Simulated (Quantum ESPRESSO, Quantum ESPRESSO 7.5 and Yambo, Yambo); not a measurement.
## Quasiparticle gap of NaCl (Fm-3m) in Yambo

How does a plane-wave GW calculation on NaCl (Fm-3m) run from the first input to the gap?

Program: Quantum ESPRESSO 7.5 and Yambo 5.3.0. Level of theory: PBE and many-body steps on it, plane waves. Results are calculated unless marked as measured.

Report form: the programs' logs are mostly left out.

The database entry behind the starting cell differs from later determinations by our own check (an axis about 0.4 % short against later determinations), so it need not match the best structure at ambient conditions.

**1. The structure**

Symmetry: Fm-3m, No. 225, cubic system. Conventional cell: a = 5.620 Å, b = 5.620 Å, c = 5.620 Å, α = 90.00°, β = 90.00°, γ = 90.00°. Nearest to Na lie 6 Cl at 2.81 Å. Nearest to Cl lie 6 Na at 2.81 Å. Farther neighbours and most contacts between anions are not listed.

The cell and positions come from the Crystallography Open Database and are kept as given unless a step says otherwise.

**2. Ground state**

This step: Quantum ESPRESSO 7.5; DFT, PBE, plane waves, norm-conserving pseudopotentials.

The ground-state density comes first.

pw.in

```
&control
  calculation = 'scf'
  prefix = 'x'
  outdir = 'o'
  pseudo_dir = 'pseudo'
/
&system
  ibrav = 0
  nat = 2
  ntyp = 2
  ecutwfc = 76.0
  nbnd = 13
  force_symmorphic = .true.
/
&electrons
  conv_thr = 1e-10
  electron_maxstep = 80
  mixing_beta = 0.5
/
ATOMIC_SPECIES
  Na 22.99 Na.upf
  Cl 35.45 Cl.upf
CELL_PARAMETERS angstrom
  0.0000000000 2.8100000000 2.8100000000
  2.8100000000 0.0000000000 2.8100000000
  2.8100000000 2.8100000000 0.0000000000
ATOMIC_POSITIONS crystal
  Na 0.0000000000 0.0000000000 0.0000000000
  Cl 0.5000000000 0.5000000000 0.5000000000
K_POINTS automatic
  6 6 6 0 0 0
```

The run is started by

```console
$ OMP_NUM_THREADS=1 mpirun -n 8 pw.x -nk 8 -in pw.in > pw.out
```

The job ended after 3 s (8 MPI ranks of Arm Neoverse V1, shared host; peak memory 0.46 GiB).

Numbers from this step:

```
total energy               : -1693.8040 eV
gap                        : 5.150 eV
k of the valence top       : 0, 0, 0
k of the conduction bottom : 0, 0, 0
least direct gap           : 5.150 eV
```

The gap is direct, at Γ.

**3. Bands along the symmetry lines**

Levels along a band path, at the cheap level, show where the edges lie and whether the meshes to come will hold them.

pw.in

```
&control
  calculation = 'bands'
  prefix = 'x'
  outdir = 'o'
  pseudo_dir = 'pseudo'
/
&system
  ibrav = 0
  nat = 2
  ntyp = 2
  ecutwfc = 76.0
  nbnd = 14
  force_symmorphic = .true.
/
&electrons
  conv_thr = 1e-9
  electron_maxstep = 80
  diago_full_acc = .true.
  diago_thr_init = 5e-6
/
ATOMIC_SPECIES
  Na 22.99 Na.upf
  Cl 35.45 Cl.upf
CELL_PARAMETERS angstrom
  0.0000000000 2.8100000000 2.8100000000
  2.8100000000 0.0000000000 2.8100000000
  2.8100000000 2.8100000000 0.0000000000
ATOMIC_POSITIONS crystal
  Na 0.0000000000 0.0000000000 0.0000000000
  Cl 0.5000000000 0.5000000000 0.5000000000
K_POINTS crystal
  50
  0.00000000 0.00000000 0.00000000 1
  0.06250000 0.00000000 0.06250000 1
  0.12500000 0.00000000 0.12500000 1
  0.18750000 0.00000000 0.18750000 1
  0.25000000 0.00000000 0.25000000 1
  0.31250000 0.00000000 0.31250000 1
  0.37500000 0.00000000 0.37500000 1
  0.43750000 0.00000000 0.43750000 1
  0.50000000 0.00000000 0.50000000 1
  0.51562500 0.03125000 0.51562500 1
  0.53125000 0.06250000 0.53125000 1
  0.54687500 0.09375000 0.54687500 1
  0.56250000 0.12500000 0.56250000 1
  0.57812500 0.15625000 0.57812500 1
  0.59375000 0.18750000 0.59375000 1
  0.60937500 0.21875000 0.60937500 1
  0.62500000 0.25000000 0.62500000 1
  0.37500000 0.37500000 0.75000000 1
  0.32812500 0.32812500 0.65625000 1
  0.28125000 0.28125000 0.56250000 1
  0.23437500 0.23437500 0.46875000 1
  0.18750000 0.18750000 0.37500000 1
  0.14062500 0.14062500 0.28125000 1
  0.09375000 0.09375000 0.18750000 1
  0.04687500 0.04687500 0.09375000 1
  0.00000000 0.00000000 0.00000000 1
  0.06250000 0.06250000 0.06250000 1
  0.12500000 0.12500000 0.12500000 1
  0.18750000 0.18750000 0.18750000 1
  0.25000000 0.25000000 0.25000000 1
  0.31250000 0.31250000 0.31250000 1
  0.37500000 0.37500000 0.37500000 1
  0.43750000 0.43750000 0.43750000 1
  0.50000000 0.50000000 0.50000000 1
  0.50000000 0.46875000 0.53125000 1
  0.50000000 0.43750000 0.56250000 1
  0.50000000 0.40625000 0.59375000 1
  0.50000000 0.37500000 0.62500000 1
  0.50000000 0.34375000 0.65625000 1
  0.50000000 0.31250000 0.68750000 1
  0.50000000 0.28125000 0.71875000 1
  0.50000000 0.25000000 0.75000000 1
  0.50000000 0.21875000 0.71875000 1
  0.50000000 0.18750000 0.68750000 1
  0.50000000 0.15625000 0.65625000 1
  0.50000000 0.12500000 0.62500000 1
  0.50000000 0.09375000 0.59375000 1
  0.50000000 0.06250000 0.56250000 1
  0.50000000 0.03125000 0.53125000 1
  0.50000000 0.00000000 0.50000000 1
```

Run time: 3.1 s. Hardware: 8 MPI ranks; peak memory 0.44 GiB.

Numbers from this step:

```
gap                        : 5.150 eV
k of the valence top       : 0, 0, 0
k of the conduction bottom : 0, 0, 0
least direct gap           : 5.150 eV
```

The gap is 5.150 eV, as in the run before at this level.

Electronic bands along the path, in eV, zero at the top of the highest filled band; v1 is the highest filled band, c1 the lowest empty one:

```
    point      v4     v3     v2     v1    c1     c2     c3     c4
        Γ  -12.68   0.00   0.00   0.00  5.15  11.06  11.06  11.06
  halfway  -12.47  -1.08  -0.32  -0.32  7.13   9.10  10.83  12.41
        X  -12.29  -1.69  -0.61  -0.61  7.55   8.05  11.40  14.88
  halfway  -12.28  -1.62  -0.77  -0.58  7.79   8.33  11.15  13.72
        U  -12.28  -1.43  -1.13  -0.50  8.24   9.04  10.59  12.74
jump to K  -12.28  -1.43  -1.13  -0.50  8.24   9.04  10.59  12.74
  halfway  -12.45  -1.24  -0.47  -0.16  7.32   9.68  10.76  11.84
        Γ  -12.68   0.00   0.00   0.00  5.15  11.06  11.06  11.06
  halfway  -12.51  -1.11  -0.14  -0.14  6.62  10.01  11.34  11.34
        L  -12.34  -1.95  -0.27  -0.27  7.28  10.72  10.92  10.92
  halfway  -12.30  -1.67  -0.77  -0.42  8.34   9.55  10.28  11.69
        W  -12.27  -1.20  -1.20  -0.76  8.85   9.71   9.71  11.37
  halfway  -12.28  -1.55  -0.80  -0.69  8.07   8.54  10.89  12.75
        X  -12.29  -1.69  -0.61  -0.61  7.55   8.05  11.40  14.88
```

**4. Empty states on the mesh, 4×4×4 mesh, 108 bands**

The sums over transitions need many empty states on a uniform mesh; this step solves for them.

pw.in

```
&control
  calculation = 'nscf'
  prefix = 'x'
  outdir = 'o'
  pseudo_dir = 'pseudo'
/
&system
  ibrav = 0
  nat = 2
  ntyp = 2
  ecutwfc = 76.0
  nbnd = 108
  force_symmorphic = .true.
/
&electrons
  conv_thr = 1e-9
  electron_maxstep = 80
  diago_full_acc = .true.
  diago_thr_init = 5e-6
/
ATOMIC_SPECIES
  Na 22.99 Na.upf
  Cl 35.45 Cl.upf
CELL_PARAMETERS angstrom
  0.0000000000 2.8100000000 2.8100000000
  2.8100000000 0.0000000000 2.8100000000
  2.8100000000 2.8100000000 0.0000000000
ATOMIC_POSITIONS crystal
  Na 0.0000000000 0.0000000000 0.0000000000
  Cl 0.5000000000 0.5000000000 0.5000000000
K_POINTS automatic
  4 4 4 0 0 0
```

The run is started by

```console
$ OMP_NUM_THREADS=1 mpirun -n 8 pw.x -nk 4 -in pw.in > pw.out
```

Wall time 4.5 s (8 MPI ranks); peak memory 0.49 GiB; 35 s of CPU time.

This step gave:

- gap: 5.150 eV
- k of the valence top: 0, 0, 0
- k of the conduction bottom: 0, 0, 0
- least direct gap: 5.150 eV
- k points computed: 8
- lowest point of the top converged band, above the valence top: 91.7034 eV

On this mesh the gap is 5.150 eV.

**5. Conversion and set-up**

This step: Yambo 5.3.0; conversion and set-up on PBE, plane waves, norm-conserving pseudopotentials.

The states are converted to the many-body program's format and the q mesh is built.

The run is started by

```console
$ (cd o/x.save; p2y > p2y.log; mv SAVE ../..); yambo > setup.log
```

Elapsed: 2.3 s, on 1 MPI rank; peak memory 0.24 GiB.

**6. Screening and self-energy, 4×4×4 mesh, 108 bands, screening to 163.3 eV**

G0W0 replaces the xc potential by the self-energy, built once from these orbitals. Only a window of levels is corrected, while the sums run over the empty bands that the input names.

This step: G0W0 on PBE, plane waves, norm-conserving pseudopotentials.

gw1.in

```
HF_and_locXC
gw0
dyson
ppa
em1d
rim_cut
RandQpts= 1000000
RandGvec= 1 RL
EXXRLvcs= 76 Ry
VXCRLvcs= 304 Ry
Chimod= "HARTREE"
% BndsRnXp
 1 | 108 |
%
NGsBlkXp= 12 Ry
% LongDrXp
 1 | 1 | 1 |
%
% GbndRnge
 1 | 108 |
%
DysSolver= "n"
ExtendOut
PPAPntXp= 27.21138 eV
% QPkrange
 1 | 1 | 7 | 10 |
%
```

The run is started by

```console
$ OMP_NUM_THREADS=1 mpirun -n 8 yambo -F gw1.in -J gw1 -C gw1 > gw1.log
```

It took 27 s on 8 MPI ranks; peak memory 3 GiB; 3.4 min of CPU time.

This step gave:

* G0W0 gap on the points computed: 8.046 eV
* starting gap on the mesh: 5.150 eV
* k of the valence top: 0, 0, 0
* k of the conduction bottom: 0, 0, 0
* least direct G0W0 gap on the computed points: 8.046 eV
* Z at the valence top: 0.8157
* Z at the conduction bottom: 0.8679

The gap on the mesh goes from 5.15 eV to 8.05 eV, a correction of +2.90 eV.

Limits: finite bands, cutoff and mesh; coarse k mesh. v1 is the top filled band, c1 the lowest empty one. Levels before and after the correction, in eV, zero at the valence-band top of each column:

```
           conduction bottom  valence top
Kohn-Sham               5.15         0.00
     G0W0               8.05         0.00
```

```csv
,level,energy (eV)
Kohn-Sham,Γ v2-v1,0.000
Kohn-Sham,Γ c1,5.150
Kohn-Sham,Γ c2,11.062
G0W0,Γ v2-v1,0.000
G0W0,Γ c1,8.046
G0W0,Γ c2,14.446
```

**7. Where the time went**

Times are wall times on the hardware named with each run, good to a factor of about two.

| step | time | share | memory (GiB) |
| --- | --- | --- | --- |
| ground state | 3 s | 8 % | 0.46 |
| bands along the symmetry lines | 3.1 s | 8 % | 0.44 |
| empty states on the mesh | 4.5 s | 11 % | 0.49 |
| conversion and set-up | 2.3 s | 6 % | 0.24 |
| screening and self-energy | 27 s | 67 % | 3.0 |

**8. Outcome**

- PBE gap: 5.15 eV, direct
- G0W0 gap on the mesh: 8.05 eV
- GW settings: 4×4×4 mesh, 108 bands, screening to 163.3 eV, Godby-Needs plasmon pole
- known limits: not at the basis limit; coarse k mesh

In words: G0W0 moves the gap on the mesh from 5.15 eV to 8.05 eV (+2.90 eV), with Z of 0.82 and 0.87 at the edges. Only 1 of the mesh's irreducible points was corrected, so a valley elsewhere could overtake. The dearest step here is «screening and self-energy». Bands and cutoff are finite, so the gap is not at the basis limit. The miss can reach some tenths of an eV and take either sign; the mesh is an error of its own. In the G0W0 run levels were corrected at 1 k point alone, so a gap called «on the mesh» is the least over those, and an edge elsewhere would be missed. The 4×4×4 mesh is coarse for this cell, which bears on the long-range parts of exchange and screening.

[Paths, hosts, dates, memory and timing lines, banners, echoed tables and standing remarks are left out of the program output.]

[Logs are printed without paths, hosts, clocks, repeated set-up lines and the standing remarks that a program may print on its own settings, such as how far it seeks lower states.]

[Runs of the session that timed out or met a known fault of the program may be left out.]

[Hosts, paths, dates, database ids (printed as entryN), source tags and the programs' standing remarks are cut or masked in the printed files.]
